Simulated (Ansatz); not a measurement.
CdF2

Method: r²SCAN, scalar-relativistic; no spin polarisation; PAW, 500 eV, 8×8×8 k-mesh, Gaussian smearing of 0.05 eV; code Ansatz; PAW files: Ansatz's generated set soft_2.

```
Cd F
1.0
     0.00000    2.69410    2.69410
     2.69410    0.00000    2.69410
     2.69410    2.69410    0.00000
Cd F
1 2
Direct
  0.00000 0.00000 0.00000
  0.25000 0.25000 0.25000
  0.75000 0.75000 0.75000
```

The chain of runs began from a cell as deposited in COD, expanded in volume.

Path: Γ–X–U | K–Γ–L–W–X, with Γ = (0.000, 0.000, 0.000), X = (0.500, 0.000, 0.500), U = (0.625, 0.250, 0.625), K = (0.375, 0.375, 0.750), L = (0.500, 0.500, 0.500), W = (0.500, 0.250, 0.750) in reciprocal vectors of the calculation's cell.

Is it a metal or an insulator, and if it has a gap, where are the band edges on this path?

An insulator with a gap of 3.79 eV on the path, the valence band topping at W and the conduction band bottoming at Γ; the smallest direct gap is 4.31 eV.

Bands as a text map, energy in eV from the Fermi level (dashes), each leg drawn with the same width:
```
  4.86 |                                                
  4.57 |    *                       *                   
  4.29 |                   *                            
  4.00 |                                                
  3.71 |   *                       *                    
  3.43 |                    *                           
  3.14 |                                                
  2.86 |  *                       *                     
  2.57 |                     *                          
  2.29 | *                       *                      
  2.00 |*                     ***                       
  1.71 |                                                
  1.43 |                                                
  1.14 |                                                
  0.86 |                                                
  0.57 |                                                
  0.29 |                                                
  0.00 |------------------------------------------------
 -0.29 |                                                
 -0.57 |                                                
 -0.86 |                                                
 -1.14 |                                                
 -1.43 |                                                
 -1.71 |                                                
 -2.00 |     ***********                   *************
 -2.29 |*********  *************************        * **
 -2.57 |         *****       *   **         **********  
 -2.86 |**            **    ******               *      
        Γ      X      UK       Γ       L       W       X
```

Formal charges Cd²⁺, F⁻ balance and leave closed shells on every ion, so a band insulator is expected, and the gap is 3.79 eV.

Within 0.6 eV of the edges the projected states are 86 % F 2p at the top of the valence band and 80 % Cd 5s at the bottom of the conduction band. The lowest excitation takes an electron from F back to Cd, as in ionic insulators.

Semilocal functionals underestimate band gaps, commonly by a third or more.
